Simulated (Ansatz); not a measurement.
Runs of Ansatz 0.2.0 on Fe. The structure is cubic, space group Im-3m (No. 229). The conventional cell has a = 2.886 Å, b = 2.886 Å, c = 2.886 Å, α = 90.00°, β = 90.00°, γ = 90.00°. Fe (site symmetry m-3m) has 8 Fe at 2.50 Å as nearest neighbours. 

```tsv
task	level	potentials or basis	spin	U	cell	cutoff (eV)	smearing	hubbard projectors	double counting	gap on the mesh (eV)	pressure (GPa)	moment (μB)
single point	PBE	Ansatz PAW	collinear, ferromagnetic start	-	cell strained at random at fixed volume	420	fermi-dirac 0.05 eV	-	-	none	-9.3	2.25
single point	PBE	Ansatz PAW	collinear, ferromagnetic start	-	as given	420	fermi-dirac 0.05 eV	-	-	none	(a)	2.25
single point	PBE+D4+U	Ansatz PAW	collinear, ferromagnetic start	Fe d U = 3 eV	as given	420	methfessel-paxton 0.1 eV	atomic	fll (the default)	none	-1.0	2.65
projected density of states	r2SCAN+U	Ansatz PAW polarizable	collinear, program default start	Fe d U = 2 eV	volume scaled by 0.96	500	cold 0.1 eV	all-electron-atomic	fll	none	7.7	2.65
```

Alike in all rows: k mesh 13 × 13 × 13.

Q: Fill in the values left out.

A: (a) -9.5.

Caveats: the magnetic or orbital state may not be the lowest (some runs); the U is typed as a test and isn't derived for this compound (some runs); pairwise dispersion overbinds metals, which lowers pressure and volume (some runs); the PAW data sets come from PBE, with cores solved anew for the run's functional, which leaves a small shift of forces and pressure (some runs).

A gap of «none» marks a metal or a gap under the smearing width.
